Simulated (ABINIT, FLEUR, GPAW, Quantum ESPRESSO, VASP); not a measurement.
One calculation of HfO2, 5 ways

```xyz
6
Lattice="3.5580 0.0000 0.0000 0.0000 3.5580 0.0000 0.0000 0.0000 5.1719" Properties=species:S:1:pos:R:3 pbc="T T T"
Hf    0.0000    0.0000    0.0000
Hf    1.7790    1.7790    2.5859
O     0.0000    1.7790    1.0199
O     1.7790    0.0000    1.5660
O     1.7790    0.0000    4.1519
O     0.0000    1.7790    3.6059
```

Measurements of this composition are mostly on another form, of space group No. 14.

Alike in all runs: task single point; functional PBE; k mesh 8 × 8 × 5; occupations fermi-dirac, width 0.05 eV; no spin polarisation; no spin-orbit coupling. Pressure is positive in compression and, in plane waves, holds the error of the finite cutoff.

```csv
program and potentials,plane-wave cutoff (eV),notes,pressure (GPa),largest force (eV/Å)
"ABINIT, JTH PAW PBE v2.0",626,8 valence electrons an atom on average,6.83,0.133
"GPAW, GPAW PAW data sets (gpaw-data 1.2.1)",800,8 valence electrons an atom on average,10.51,0.264
"Quantum ESPRESSO, SSSP 1.3 efficiency PBE",816,8 valence electrons an atom on average,7.86,0.081
"VASP, PBE PAW files Hf_pv, O, 520 eV",520,7.33 valence electrons an atom on average,?,?
"FLEUR, all-electron, FLAPW",-,-,-,0.138
```

**Question.** Estimate from the other rows what the run with VASP, PBE PAW files Hf_pv, O, 520 eV gave.

**Answer.** Pressure 6.53 GPa; largest force 0.099 eV/Å. The other rows, which needn't bracket it: pressure 6.83 to 10.51; largest force 0.081 to 0.264.
